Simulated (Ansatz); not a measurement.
Crystal: TePt.

```
CELL_PARAMETERS angstrom
1.98157 1.14406 6.66103
-1.98157 1.14406 6.66103
0.00000 -2.28812 6.66103
ATOMIC_POSITIONS crystal
Pt 0.12967 0.12967 0.12967
Pt 0.87033 0.87033 0.87033
Te 0.40200 0.40200 0.40200
Te 0.59800 0.59800 0.59800
```

Base run:

* Program: Ansatz 0.2.0
* Functional: PBEsol
* Potentials or basis: Ansatz PAW
* Cutoff: 420 eV (not typed: the program's choice for these potentials)
* k mesh: 8 × 8 × 8
* Occupations: fermi-dirac, width 0.05 eV
* Spin: no spin polarisation
* Hubbard terms: Pt d U = 8 eV

Its results: band gap on the k mesh none (metal or under the smearing width); pressure 0.3 GPa; largest force 0.220 eV/Å.

Problem. The run is repeated on the same cell with these changes: hubbard terms from Pt d U = 8 eV to Pt d U = 6 eV. What comes out?

Solution. Band gap on the k mesh none (metal or under the smearing width); pressure -0.1 GPa; largest force 0.171 eV/Å.

Caveats: spin-orbit coupling is left out, which moves the levels of the heavy elements; U without spin polarisation on a metal has little footing; the PAW data sets come from PBE, with cores solved anew for the run's functional, which leaves a small shift of forces and pressure; the U is typed as a test and isn't derived for this compound.
